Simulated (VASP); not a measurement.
CdTe in VASP 6.6.1, single-point calculation

INCAR

```
LASPH = .TRUE.
LWAVE = .FALSE.
SIGMA = 0.02
ISIF = 2
NELM = 120
NSW = 0
ENCUT = 520
LREAL = .FALSE.
PREC = Accurate
IBRION = -1
LCHARG = .FALSE.
NBANDS = 13
GGA = PE
EDIFF = 1E-7
ISMEAR = -1
```

KPOINTS

```
KPOINTS created by Atomic Simulation Environment
0
Gamma
6 6 6
0 0 0
```

POSCAR

```
Cd Te
 1.0000000000000000
     0.0000000000000000    3.2799551162000000    3.2471555649999999
     3.2799551162000000    0.0000000000000000    3.2471555649999999
     3.2799551162000000    3.2799551162000000    0.0000000000000000
 Cd  Te
   1   1
Cartesian
  0.0000000000000000  0.0000000000000000  0.0000000000000000
  1.6399775581000000  1.6399775581000000  1.6235777825000000
```

The recommended PBE PAW datasets give the neutral cell 18 valence electrons.

Command

```
mpirun -np 1 vasp_std
```

Question: How does this run end, and what does it give?

Answer: It converged. Results: gap between bands v and c on the k mesh 0.67 eV; least direct gap on the k mesh 0.67 eV; pressure 1.5 GPa. Band v is the last that the valence electrons fill when counted band by band, and c is the next.

OSZICAR

```
N       E                     dE             d eps       ncg     rms          rms(c)
DAV:   1     0.102798661387E+03    0.10280E+03   -0.84223E+03   780   0.120E+03
DAV:   2    -0.840335252546E+00   -0.10364E+03   -0.99357E+02   880   0.274E+02
DAV:   3    -0.498566573247E+01   -0.41453E+01   -0.41377E+01   950   0.579E+01
DAV:   4    -0.502628797253E+01   -0.40622E-01   -0.40618E-01  1060   0.506E+00
DAV:   5    -0.502639887442E+01   -0.11090E-03   -0.11090E-03   955   0.260E-01    0.531E+00
DAV:   6    -0.480770787917E+01    0.21869E+00   -0.46359E-01   885   0.884E+00    0.438E+00
DAV:   7    -0.479244689748E+01    0.15261E-01   -0.11857E-01   890   0.253E+00    0.172E+00
DAV:   8    -0.479326123392E+01   -0.81434E-03   -0.10356E-02   820   0.140E+00    0.501E-01
DAV:   9    -0.479360801960E+01   -0.34679E-03   -0.97056E-04   905   0.365E-01    0.113E-01
DAV:  10    -0.479367733734E+01   -0.69318E-04   -0.13023E-04   840   0.118E-01    0.535E-02
DAV:  11    -0.479372175459E+01   -0.44417E-04   -0.90803E-05   818   0.675E-02    0.372E-02
DAV:  12    -0.479372033417E+01    0.14204E-05   -0.39989E-06   954   0.183E-02    0.212E-02
DAV:  13    -0.479372013228E+01    0.20188E-06   -0.59204E-07   830   0.429E-03    0.135E-02
DAV:  14    -0.479372008735E+01    0.44932E-07   -0.11785E-06   860   0.792E-03    0.599E-03
DAV:  15    -0.479372010720E+01   -0.19848E-07   -0.77250E-08   620   0.283E-03
   1 F= -.47937201E+01 E0= -.47937201E+01  d E =-.434362E-09
```

For comparison, a separate PBE run of the intended cell, on usual settings and not on those above, gives a gap of 0.67 eV on its mesh and a pressure of 1.5 GPa.
